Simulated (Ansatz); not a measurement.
# B: from a guess to a relaxed structure

Where does this trial cell of B go when cell and atoms are let free?

Computed with Ansatz 0.2.0 (DFT PBE, scalar-relativistic, plane waves, PAW, unless a step's input says otherwise).

## (1) The structure to begin with

The structure is orthorhombic, space group Pmma (No. 51). Conventional cell: a = 3.697 Å, b = 4.692 Å, c = 3.392 Å, α = 90.00°, β = 90.00°, γ = 90.00°. B (site symmetry m) is surrounded by 5 B at 1.59 to 1.72 Å. Around B (site symmetry 2) lie 5 B at 1.72 to 1.85 Å.

Structure file:

```xyz
8
Lattice="3.6975 0.0000 0.0000 0.0000 4.6915 0.0000 0.0000 0.0000 3.3916" Properties=species:S:1:pos:R:3 pbc="T T T"
B     1.7192    0.0000    2.5436
B     0.1296    0.0000    2.5436
B     1.9783    0.0000    0.8480
B     3.5679    0.0000    0.8480
B     0.0000    1.4881    0.0000
B     1.8487    3.2034    0.0000
B     0.0000    3.2034    0.0000
B     1.8487    1.4881    0.0000
```

Recipe of the guess: 5-connected net of one element (Pmma, No. 51). Its size is a rough estimate.

## (2) A first look at the guess

The input, input.yaml:

```yaml
crystal:
  lattice:
    - [3.69745246, 0.0, 0.0]
    - [0.0, 4.69150767, 0.0]
    - [0.0, 0.0, 3.39160792]
  atoms:
    - { symbol: B, position: [0.46495637, 0.0, 0.74996644] }
    - { symbol: B, position: [0.03504363, 0.0, 0.74996644] }
    - { symbol: B, position: [0.53504363, 0.0, 0.25003356] }
    - { symbol: B, position: [0.96495637, 0.0, 0.25003356] }
    - { symbol: B, position: [0.0, 0.31719465, 0.0] }
    - { symbol: B, position: [0.5, 0.68280535, 0.0] }
    - { symbol: B, position: [0.0, 0.68280535, 0.0] }
    - { symbol: B, position: [0.5, 0.31719465, 0.0] }
basis:
  ecutwfc: 420
kpoints:
  mp_grid: { grid: [6, 4, 6] }
hamiltonian:
  xc: pbe
scf:
  occupations: { method: gaussian, width: 0.1 }
  lower_state_search: "off"
output:
  forces: true
  stress: true
  eigenvalues: true
```

Run with:

```bash
ansatz run input.yaml --threads 1 --pin off --max-ram 2560MiB --backend cpu --events-out ev --progress --plain --runs-dir out
```

What it wrote (excerpt; [...] marks lines left out):

```text
[...]
SCF converged after 6 iterations
Free energy (F): -1237.276230 eV
[...]
E sigma→0 (E₀):  -1237.271058 eV
Entropy (-TS):   -0.010344 eV (-1.293 meV/atom)
Fermi energy:    9.117781 eV
[...]
--- Forces (eV/Å), atoms counted from 1 ---
  atom   1  B      2.63019457     0.00000000    -1.72880985
  atom   2  B     -2.63019457     0.00000000    -1.72880985
  atom   3  B     -2.63019457     0.00000000     1.72880985
  atom   4  B      2.63019457     0.00000000     1.72880985
  atom   5  B      0.00000000     0.63513170    -0.00000000
  atom   6  B     -0.00000000    -0.63513170     0.00000000
  atom   7  B     -0.00000000    -0.63513170    -0.00000000
  atom   8  B      0.00000000     0.63513170     0.00000000
[...]
--- Stress (GPa, compression-positive) ---
       89.908945       0.000000       0.000000
        0.000000     -34.276472       0.000000
        0.000000       0.000000      34.434948
  P = ⅓ Tr σ = 30.0225 GPa (300.225 kbar)
--- Band table (eV; the first three rows and the last of 48) ---
  k-point 0: bands = ["-7.5511", "-1.8041", "-1.0750", "-0.4113", "1.6130", "2.0461", "4.5182", "6.1232", "6.1255", "6.3899", "7.1728", "7.8702", "8.9510", "9.5780", "12.3300", "13.1084", "13.6013", "14.5538", "14.7288", "16.1713"]
[...]
```

Wall time 3.8 s (1 thread of Arm Neoverse V1, shared host); peak memory 0.31 GiB.

Read-out: pressure 30.0 GPa, largest force 3.15 eV/Å, gap on this mesh none (metal). A guess like this is first relaxed loosely on the coarse mesh.

## (3) Rough relaxation on the coarse mesh

input.yaml: that of step 2 with these lines changed.

```diff
@@ -27 +27,6 @@
   eigenvalues: true
+relax:
+  adjacent_minimum: "off"
+  f_tol: 0.04
+  max_steps: 70
+  cell: { stress_tol: 0.4 }
```

Run with:

```bash
ansatz run input.yaml --threads 1 --pin off --max-ram 2560MiB --backend cpu --events-out ev --progress --plain --runs-dir out
```

What it wrote:

```text
Warning: RAYON_NUM_THREADS=1 ignored (pool sized by the plan → 1); use --threads N
Engine: ansatz 0.2.0, aarch64-unknown-linux-gnu
Pseudopotentials: kind: paw
Pseudopotential: B, paw, valence charge 3, recommended cutoff 420 eV (normal), B.paw.azcp
Functional definition: PBE
  parameter kappa = 0.804
  parameter beta = 0.06672455060314922
  exchange = pbe_x(kappa = kappa, mu = beta*pi^2/3)
  correlation = pbe_c(beta = beta)
Crystal: 8 atoms, lattice volume = 58.833 Å³
Basis set: ecut = 420 eV, 1149 PW (Γ), exchange–correlation on 50×64×48 points (8 copies of the dense FFT grid, shifted against one another)
Bands: 20, of which v1, the nominal top of the filled ones, is band 12 counted from 1 (11 counted from 0)
Symmetry: 8 space group operations
Space group: Pmma (ITA 51), of the structure as read, at distance tolerance 3.9e-5 Å
k-points: 48 of 144
Non-local potential: B, projectors of the file, l = 0: 2, l = 1: 2, l = 2: 1
PAW form: soft (Blöchl's): semilocal exchange-correlation on the pseudo side does not see the compensation charge
PAW one-centre angular grid: B, 110 points (default); XC on 64 Gauss nodes
Initial density: superposition of atomic densities (neutral atoms: chi_scale 0, normalization atom), corrected by the library's trained network
Initial wavefunctions: pseudopotential atomic-orbital guess
Functional: x = pbe(κ = 0.804, μ = 0.2195149727645171), c = pbe(β = 0.06672455060314922)
SCF iter   1: F=—  HF=-1237.315743 eV  |F-HF|=—  |Δ(HF+E_count)|=         —  Δρ=1.79e-2  dr2=1.42e-1  ethr=1.77e-3  ⟨swp⟩=6.6  Hψ=5354  notcnv=0  defer=2
preconditioner: auto → none  [insulator: Δε(μ)=0.139 eV  Ē_g=10.824 eV  σ=0.100 eV  W_gap=0.63  n_scr=14 (ndim 8)  ℏωp=23.7 eV  f_vac=0.000  D(μ)=1.59/eV (n_scr^D=10)  ε∞_Penn≈5.8]
SCF iter   2: F=—  HF=-1237.278875 eV  |F-HF|=—  |Δ(HF+E_count)|=   3.69e-2  Δρ=6.67e-3  dr2=1.62e-2  ethr=5.90e-4  ⟨swp⟩=2.1  Hψ=1563  notcnv=0  defer=54
SCF iter   3: F=—  HF=-1237.276213 eV  |F-HF|=—  |Δ(HF+E_count)|=   2.66e-3  Δρ=1.36e-3  dr2=6.43e-4  ethr=6.76e-5  ⟨swp⟩=1.8  Hψ=1204  notcnv=0  defer=54
SCF iter   4: F=—  HF=-1237.276212 eV  |F-HF|=—  |Δ(HF+E_count)|=   8.20e-8  Δρ=1.98e-4  dr2=1.34e-5  ethr=2.68e-6  ⟨swp⟩=2.3  Hψ=1341  notcnv=0  defer=54
SCF iter   5: F=—  HF=-1237.276230 eV  |F-HF|=—  |Δ(HF+E_count)|=   1.72e-5  Δρ=3.34e-5  dr2=3.89e-7  ethr=5.59e-8  ⟨swp⟩=2.2  Hψ=1379  notcnv=0  defer=54
SCF iter   6: F=-1237.276230 eV  HF=-1237.276230 eV  |F-HF|=2.20e-8  |Δ(HF+E_count)|=   5.87e-7  Δρ=6.38e-6  dr2=1.68e-8  ethr=4.17e-10  ⟨swp⟩=10.0  Hψ=4947  notcnv=0
SCF 1 converged in 6 iterations: F = -1237.276230 eV  dr2 = 1.68e-8
relax step   1: F+E_penalty+E_count = -1237.27623028 eV  Δ(F+E_penalty+E_count) = +0.000e0 eV  max|allowed force component| = 2.630e0 eV/Å  Δτ_max = 0.0000 Å  P = +30.022 GPa  Ω = 58.833 Å³  (6 SCF iters, dr2 threshold 1.00e-7 eV, accepted)
Crystal: 8 atoms, lattice volume = 61.634 Å³
Basis set: ecut = 420 eV, 1221 PW (Γ), exchange–correlation on 50×64×48 points (8 copies of the dense FFT grid, shifted against one another)
Initial density: handed on by an earlier stage of this run
Initial wavefunctions: those handed on with the density
iter 1 solved again at ethr=1.36e-3 eV; its pass at ethr=3.10e-3 eV (dr2=3.27e-1 eV) is discarded
SCF iter   1: F=—  HF=-1239.292972 eV  |F-HF|=—  |Δ(HF+E_count)|=         —  Δρ=2.05e-2  dr2=3.25e-1  ethr=1.36e-3  ⟨swp⟩=1.2  Hψ=6559  notcnv=0
preconditioner: auto → Kerker (q_TF=auto, 2.331 Å⁻¹)  [metal: Δε(μ)=0.072 eV  Ē_g=10.691 eV  σ=0.100 eV  W_gap=0.39  n_scr=14 (ndim 8)  ℏωp=23.2 eV  f_vac=0.000  D(μ)=1.08/eV (n_scr^D=4)]
SCF iter   2: F=—  HF=-1239.227148 eV  |F-HF|=—  |Δ(HF+E_count)|=   6.58e-2  Δρ=9.98e-3  dr2=6.58e-2  ethr=1.35e-3  ⟨swp⟩=1.5  Hψ=994  notcnv=0
SCF iter   3: F=—  HF=-1239.208817 eV  |F-HF|=—  |Δ(HF+E_count)|=   1.83e-2  Δρ=1.72e-3  dr2=2.59e-3  ethr=2.74e-4  ⟨swp⟩=1.9  Hψ=1390  notcnv=0  defer=1
SCF iter   4: F=—  HF=-1239.208150 eV  |F-HF|=—  |Δ(HF+E_count)|=   6.67e-4  Δρ=4.22e-4  dr2=2.40e-4  ethr=1.08e-5  ⟨swp⟩=2.1  Hψ=1528  notcnv=0  defer=2
SCF iter   5: F=—  HF=-1239.208177 eV  |F-HF|=—  |Δ(HF+E_count)|=   2.71e-5  Δρ=1.22e-4  dr2=1.69e-5  ethr=1.00e-6  ⟨swp⟩=2.4  Hψ=1458  notcnv=0  defer=2
SCF iter   6: F=-1239.208190 eV  HF=-1239.208190 eV  |F-HF|=5.01e-7  |Δ(HF+E_count)|=   1.28e-5  Δρ=2.39e-5  dr2=4.30e-7  ethr=3.33e-9  ⟨swp⟩=6.4  Hψ=5367  notcnv=0
SCF 2 converged in 6 iterations: F = -1239.208190 eV  dr2 = 4.30e-7
relax step   2: F+E_penalty+E_count = -1239.20819042 eV  Δ(F+E_penalty+E_count) = -1.932e0 eV  max|allowed force component| = 1.507e0 eV/Å  Δτ_max = 0.0165 Å  P = +18.534 GPa  Ω = 61.634 Å³  energy of the carried Pulay correction = -6.004e-3 eV  (6 SCF iters, dr2 threshold 8.00e-7 eV, accepted)
Crystal: 8 atoms, lattice volume = 64.774 Å³
Basis set: ecut = 420 eV, 1259 PW (Γ), exchange–correlation on 50×64×48 points (8 copies of the dense FFT grid, shifted against one another)
iter 1 solved again at ethr=1.33e-3 eV; its pass at ethr=3.10e-3 eV (dr2=3.20e-1 eV) is discarded
SCF iter   1: F=—  HF=-1240.302511 eV  |F-HF|=—  |Δ(HF+E_count)|=         —  Δρ=1.81e-2  dr2=3.18e-1  ethr=1.33e-3  ⟨swp⟩=1.3  Hψ=6532  notcnv=0
preconditioner: auto → Kerker (q_TF=auto, 2.312 Å⁻¹)  [metal: Δε(μ)=0.101 eV  Ē_g=10.488 eV  σ=0.100 eV  W_gap=0.48  n_scr=14 (ndim 8)  ℏωp=22.6 eV  f_vac=0.000  D(μ)=1.36/eV (n_scr^D=6)]
SCF iter   2: F=—  HF=-1240.236678 eV  |F-HF|=—  |Δ(HF+E_count)|=   6.58e-2  Δρ=8.88e-3  dr2=6.76e-2  ethr=1.32e-3  ⟨swp⟩=1.9  Hψ=1135  notcnv=0
preconditioner: auto → none  [insulator: Δε(μ)=0.136 eV  Ē_g=10.496 eV  σ=0.100 eV  W_gap=0.56  n_scr=14 (ndim 8)  ℏωp=22.6 eV  f_vac=0.000  D(μ)=1.21/eV (n_scr^D=6)  ε∞_Penn≈5.6]
SCF iter   3: F=—  HF=-1240.217652 eV  |F-HF|=—  |Δ(HF+E_count)|=   1.90e-2  Δρ=8.89e-4  dr2=5.89e-4  ethr=2.82e-4  ⟨swp⟩=2.5  Hψ=1631  notcnv=0  defer=4
SCF iter   4: F=—  HF=-1240.217551 eV  |F-HF|=—  |Δ(HF+E_count)|=   1.00e-4  Δρ=2.75e-4  dr2=6.81e-5  ethr=2.45e-6  ⟨swp⟩=2.1  Hψ=1680  notcnv=0  defer=4
SCF iter   5: F=—  HF=-1240.217539 eV  |F-HF|=—  |Δ(HF+E_count)|=   1.21e-5  Δρ=7.27e-5  dr2=3.14e-6  ethr=2.84e-7  ⟨swp⟩=2.3  Hψ=1338  notcnv=0  defer=4
SCF iter   6: F=-1240.217540 eV  HF=-1240.217540 eV  |F-HF|=1.06e-8  |Δ(HF+E_count)|=   9.16e-7  Δρ=1.23e-5  dr2=1.18e-7  ethr=3.33e-9  ⟨swp⟩=8.0  Hψ=4846  notcnv=0
SCF 3 converged in 6 iterations: F = -1240.217540 eV  dr2 = 1.18e-7
relax step   3: F+E_penalty+E_count = -1240.21753999 eV  Δ(F+E_penalty+E_count) = -1.009e0 eV  max|allowed force component| = 6.880e-1 eV/Å  Δτ_max = 0.0214 Å  P = +11.050 GPa  Ω = 64.774 Å³  energy of the carried Pulay correction = -1.241e-2 eV  (6 SCF iters, dr2 threshold 8.00e-7 eV, accepted)
[... from here on, the SCF cycles and remarks between the steps are left out ...]
relax step   4: F+E_penalty+E_count = -1240.45668654 eV  Δ(F+E_penalty+E_count) = -2.391e-1 eV  max|allowed force component| = 3.737e-1 eV/Å  Δτ_max = 0.0108 Å  P = +0.404 GPa  Ω = 68.999 Å³  energy of the carried Pulay correction = -2.054e-2 eV  (6 SCF iters, dr2 threshold 8.00e-7 eV, accepted)
relax step   5: F+E_penalty+E_count = -1240.63813774 eV  Δ(F+E_penalty+E_count) = -1.815e-1 eV  max|allowed force component| = 4.629e-1 eV/Å  Δτ_max = 0.0279 Å  P = -1.169 GPa  Ω = 71.077 Å³  energy of the carried Pulay correction = -2.435e-2 eV  (6 SCF iters, dr2 threshold 8.00e-7 eV, accepted)
relax step   6: F+E_penalty+E_count = -1240.98229026 eV  Δ(F+E_penalty+E_count) = -3.442e-1 eV  max|allowed force component| = 9.072e-1 eV/Å  Δτ_max = 0.0301 Å  P = -4.579 GPa  Ω = 72.611 Å³  energy of the carried Pulay correction = -2.708e-2 eV  (6 SCF iters, dr2 threshold 8.00e-7 eV, accepted)
relax step   7: F+E_penalty+E_count = -1241.69662155 eV  Δ(F+E_penalty+E_count) = -7.143e-1 eV  max|allowed force component| = 4.713e-1 eV/Å  Δτ_max = 0.0554 Å  P = -4.854 GPa  Ω = 72.449 Å³  energy of the carried Pulay correction = -2.680e-2 eV  (7 SCF iters, dr2 threshold 8.00e-7 eV, accepted)
relax step   8: F+E_penalty+E_count = -1242.05487262 eV  Δ(F+E_penalty+E_count) = -3.583e-1 eV  max|allowed force component| = 4.384e-1 eV/Å  Δτ_max = 0.0501 Å  P = -0.404 GPa  Ω = 70.545 Å³  energy of the carried Pulay correction = -2.339e-2 eV  (7 SCF iters, dr2 threshold 8.00e-7 eV, accepted)
relax step   9: F+E_penalty+E_count = -1242.13024679 eV  Δ(F+E_penalty+E_count) = -7.537e-2 eV  max|allowed force component| = 3.651e-1 eV/Å  Δτ_max = 0.0119 Å  P = +0.288 GPa  Ω = 70.702 Å³  energy of the carried Pulay correction = -2.367e-2 eV  (6 SCF iters, dr2 threshold 8.00e-7 eV, accepted)
relax step  10: F+E_penalty+E_count = -1242.14081563 eV  Δ(F+E_penalty+E_count) = -1.057e-2 eV  max|allowed force component| = 8.411e-2 eV/Å  Δτ_max = 0.0081 Å  P = +0.088 GPa  Ω = 70.556 Å³  energy of the carried Pulay correction = -2.341e-2 eV  (5 SCF iters, dr2 threshold 8.00e-7 eV, accepted)
relax step  11: F+E_penalty+E_count = -1242.14133683 eV  Δ(F+E_penalty+E_count) = -5.212e-4 eV  max|allowed force component| = 2.680e-2 eV/Å  Δτ_max = 0.0024 Å  P = +0.127 GPa  Ω = 70.643 Å³  energy of the carried Pulay correction = -2.356e-2 eV  (4 SCF iters, dr2 threshold 8.00e-7 eV, accepted)
relax step  12: F+E_penalty+E_count = -1242.14149266 eV  Δ(F+E_penalty+E_count) = -1.558e-4 eV  max|allowed force component| = 1.679e-3 eV/Å  Δτ_max = 0.0009 Å  P = +0.024 GPa  Ω = 70.649 Å³  energy of the carried Pulay correction = -2.358e-2 eV  (3 SCF iters, dr2 threshold 6.59e-7 eV, accepted)
relax step  13: F+E_penalty+E_count = -1242.39716394 eV  Δ(F+E_penalty+E_count) = -2.557e-1 eV  max|allowed force component| = 4.386e-2 eV/Å  Δτ_max = 0.0000 Å  P = +2.133 GPa  Ω = 70.649 Å³  stress off target by 5.89e0 GPa  SCF on the basis re-selected at this cell (its energy is not comparable with the rows above)  (6 SCF iters)
relax step  14: F+E_penalty+E_count = -1242.42414807 eV  Δ(F+E_penalty+E_count) = -2.698e-2 eV  max|allowed force component| = 2.827e-1 eV/Å  Δτ_max = 0.0156 Å  P = +0.788 GPa  Ω = 71.416 Å³  energy of the carried Pulay correction = -1.111e-3 eV  (5 SCF iters, dr2 threshold 8.00e-7 eV, accepted)
relax step  15: F+E_penalty+E_count = -1242.42840759 eV  Δ(F+E_penalty+E_count) = -4.260e-3 eV  max|allowed force component| = 3.209e-2 eV/Å  Δτ_max = 0.0086 Å  P = -0.668 GPa  Ω = 71.934 Å³  energy of the carried Pulay correction = -2.214e-3 eV  (5 SCF iters, dr2 threshold 8.00e-7 eV, accepted)
relax step  16: F+E_penalty+E_count = -1242.43030224 eV  Δ(F+E_penalty+E_count) = -1.895e-3 eV  max|allowed force component| = 7.711e-3 eV/Å  Δτ_max = 0.0023 Å  P = -0.065 GPa  Ω = 71.712 Å³  energy of the carried Pulay correction = -1.725e-3 eV  (4 SCF iters, dr2 threshold 8.00e-7 eV, accepted)
iter 1 solved again at ethr=3.16e-8 eV; its pass at ethr=3.10e-3 eV (dr2=7.58e-6 eV) is discarded
SCF iter   1: F=—  HF=-1242.432790 eV  |F-HF|=—  |Δ(HF+E_count)|=         —  Δρ=1.07e-4  dr2=1.28e-6  ethr=3.16e-8  ⟨swp⟩=3.3  Hψ=7760  notcnv=0
preconditioner: auto → Kerker (q_TF=auto, 2.273 Å⁻¹)  [metal: Δε(μ)=0.019 eV  Ē_g=9.991 eV  σ=0.100 eV  W_gap=0.11  n_scr=10 (ndim 8)  ℏωp=21.5 eV  f_vac=0.000  D(μ)=1.40/eV (n_scr^D=8)]
SCF iter   2: F=—  HF=-1242.432805 eV  |F-HF|=—  |Δ(HF+E_count)|=   1.55e-5  Δρ=5.88e-5  dr2=5.03e-7  ethr=5.35e-9  ⟨swp⟩=2.0  Hψ=1504  notcnv=0
SCF iter   3: F=—  HF=-1242.432808 eV  |F-HF|=—  |Δ(HF+E_count)|=   2.24e-6  Δρ=5.98e-6  dr2=3.21e-8  ethr=2.09e-9  ⟨swp⟩=2.0  Hψ=1522  notcnv=0
SCF iter   4: F=-1242.432808 eV  HF=-1242.432808 eV  |F-HF|=1.43e-10  |Δ(HF+E_count)|=   3.44e-8  Δρ=9.72e-7  dr2=8.84e-10  ethr=2.13e-11  ⟨swp⟩=5.2  Hψ=3688  notcnv=0
SCF 17 converged in 4 iterations: F = -1242.432808 eV  dr2 = 8.84e-10
relax step  17: F+E_penalty+E_count = -1242.43280766 eV  Δ(F+E_penalty+E_count) = -2.505e-3 eV  max|allowed force component| = 7.320e-3 eV/Å  Δτ_max = 0.0000 Å  P = -0.058 GPa  Ω = 71.712 Å³  stress off target by 2.26e-1 GPa  SCF on the basis re-selected at this cell (its energy is not comparable with the rows above)  (4 SCF iters)
basis re-selected at this cell: Δ(F+E_penalty+E_count) = -2.505e-3 eV, ΔP = +0.007 GPa vs the last step (what re-selecting the basis moved, of the pressure what is left beyond the Pulay correction that the steps carried, after the strain that the cell walked since its last selection, with what the two solves' SCF thresholds leave and, on support functions, any second-order correction that the steps lacked; it is no measure of the basis error at this ecutwfc). This SCF's stress stands 2.26e-1 GPa from its target on what of the cell is left free (relax.cell.stress_tol is 4.00e-1 GPa) and its largest allowed force component is 7.32e-3 eV/Å (relax.f_tol is 4.00e-2 eV/Å): within both
SCF converged after 4 iterations
Free energy (F): -1242.432808 eV
Harris-Foulkes:  -1242.432808 eV  (|F-HF|=1.43e-10)
Internal energy: -1242.425808 eV  (E = F + TS)
E sigma→0 (E₀):  -1242.429308 eV
Entropy (-TS):   -0.007000 eV (-0.875 meV/atom)
Fermi energy:    6.536046 eV
--- Per-component energies (eV) ---
  E_band       = 17.744162
  E_kinetic    = 376.791754
  E_local      = -307.988647  (includes V_loc(G=0)·N_el)
  E_nonlocal   = 98.726566
  E_hartree    = 84.842109
  E_xc         = -251.684762
  E_vxc        = -297.773214  (∫ρ·V_xc dr)
  E_paw        = -629.079873  (= ΣΔE_a)
  E_vpaw       = -21.696136  (= ΣTr[D̂ρ^β])
  E_aug_tail   = -0.000020  (compensation charges beyond the density's cutoff)
  E_ewald      = -614.032935
  E_smearing   = -0.007000  (= −TS)
  E_closure    = 0.000000  (closes the sum)
  Σ components = -1242.432808   (vs F -1242.432808, Δ=0.00e0)
--- Forces (eV/Å), atoms counted from 1 ---
  atom   1  B      0.00321776     0.00000000     0.00729498
  atom   2  B     -0.00321776     0.00000000     0.00729498
  atom   3  B     -0.00321776     0.00000000    -0.00729498
  atom   4  B      0.00321776     0.00000000    -0.00729498
  atom   5  B      0.00000000    -0.00731965     0.00000000
  atom   6  B     -0.00000000     0.00731965     0.00000000
  atom   7  B      0.00000000     0.00731965    -0.00000000
  atom   8  B      0.00000000    -0.00731965     0.00000000
  max |Σ_I F_I| component: 3.47e-18 eV/Å
--- Stress (GPa, compression-positive) ---
        0.064903       0.000000       0.000000
        0.000000      -0.011714       0.000000
        0.000000       0.000000      -0.226229
  P = ⅓ Tr σ = -0.0577 GPa (-0.577 kbar)
--- Band table (eV; the first three rows and the last of 48) ---
  k-point 0: bands = ["-7.4203", "-4.3940", "-1.6291", "-1.6006", "-1.1888", "1.0011", "1.0615", "3.6560", "5.0103", "5.7800", "6.1691", "6.5513", "6.9200", "7.9720", "9.5402", "10.0925", "10.3826", "13.8503", "14.6655", "14.7453"]
  k-point 1: bands = ["-7.1083", "-4.1200", "-1.3226", "-1.3054", "-0.9762", "1.1651", "1.3706", "1.6622", "4.0666", "4.9434", "5.4668", "6.6703", "7.5081", "8.8682", "9.0874", "9.1487", "9.9958", "13.5027", "14.5488", "14.6201"]
  k-point 2: bands = ["-6.2500", "-3.3789", "-1.3967", "-0.4827", "-0.4271", "-0.0054", "1.3695", "1.8059", "2.2083", "3.9990", "4.1266", "6.7342", "7.0525", "7.1050", "8.1087", "8.5868", "10.3981", "13.6534", "14.7050", "15.3454"]
  k-point 47: bands = ["-4.1985", "-4.1985", "-1.5120", "-1.5120", "-1.0573", "-1.0573", "2.1163", "2.1163", "3.7662", "3.7662", "3.9473", "3.9473", "7.2571", "7.2571", "9.8797", "9.8797", "12.6453", "12.6453", "13.4671", "13.4671"]
--- Relaxed structure (15 steps of the walk, 15 accepted, 2 SCFs on fresh bases) ---
  F+E_penalty+E_count = -1242.43280766 eV   max|allowed force component| = 7.320e-3 eV/Å   (the final SCF, on the basis selected at the relaxed cell)
  cell:  # Å, volume = 71.7115 Å³
    - [5.2344923440671876, 0.0, 0.0]
    - [0.0, 4.512745686751945, 0.0]
    - [0.0, 0.0, 3.035802263188399]
  atoms:
    - { symbol: B, position: [0.41675829330386976, -5.131425971822071e-36, 0.7484469838428243] }
    - { symbol: B, position: [0.0832417066961303, -1.154570843659966e-35, 0.7484469838428243] }
    - { symbol: B, position: [0.5832417066961302, -1.0262851943644142e-35, 0.2515530161571755] }
    - { symbol: B, position: [0.9167582933038698, 1.2828564929555177e-36, 0.2515530161571755] }
    - { symbol: B, position: [3.6653688729425367e-20, 0.32165981807026367, -7.192620567097816e-20] }
    - { symbol: B, position: [0.5, 0.6783401819297363, -7.19262056709782e-20] }
    - { symbol: B, position: [3.6653688729425367e-20, 0.6783401819297363, -7.192620567097816e-20] }
    - { symbol: B, position: [0.5, 0.32165981807026367, -7.192620567097816e-20] }
```

Wall time 68 s (1 thread of Arm Neoverse V1, shared host); peak memory 0.32 GiB.

Relaxation path:

| step | E - E(step 1) (eV/cell) | largest force component (eV/Å) | pressure (GPa) | volume (Å³) |
| --- | --- | --- | --- | --- |
| 1 | 0.0000 | 2.6302 | 30.02 | 58.83 |
| 2 | -1.9320 | 1.5072 | 18.53 | 61.63 |
| 3 | -2.9413 | 0.6880 | 11.05 | 64.77 |
| 4 | -3.1805 | 0.3737 | 0.40 | 69.00 |
| 5 | -3.3619 | 0.4629 | -1.17 | 71.08 |
| 6 | -3.7061 | 0.9072 | -4.58 | 72.61 |
| 7 | -4.4204 | 0.4713 | -4.85 | 72.45 |
| 8 | -4.7786 | 0.4384 | -0.40 | 70.54 |
| 9 | -4.8540 | 0.3651 | 0.29 | 70.70 |
| 10 | -4.8646 | 0.0841 | 0.09 | 70.56 |
| 11 | -4.8651 | 0.0268 | 0.13 | 70.64 |
| 12 | -4.8653 | 0.0017 | 0.02 | 70.65 |
| 13 | -5.1209 | 0.0439 | 2.13 | 70.65 |
| 14 | -5.1479 | 0.2827 | 0.79 | 71.42 |
| 15 | -5.1522 | 0.0321 | -0.67 | 71.93 |
| 16 | -5.1541 | 0.0077 | -0.06 | 71.71 |
| 17 | -5.1566 | 0.0073 | -0.06 | 71.71 |

Step 1 is the start. Steps 13, 17 each repeat the geometry before them on a plane-wave basis chosen anew, so the energy can jump there without any move.

|  | before | after | change |
| --- | --- | --- | --- |
| a (Å) | 3.697 | 5.234 | +41.6 % |
| b (Å) | 4.692 | 4.513 | -3.8 % |
| c (Å) | 3.392 | 3.036 | -10.5 % |
| volume (Å³/atom) | 7.35 | 8.96 | +21.9 % |
| shortest distance (Å) | 1.590 | 1.610 | +1.3 % |
| space group (0.01 Å) | Pmma | Pmma | same |

Forces and stress were held to the start's 8 operations: a distortion of lower symmetry was not tested.

(Part 1 of 2 ends here.)
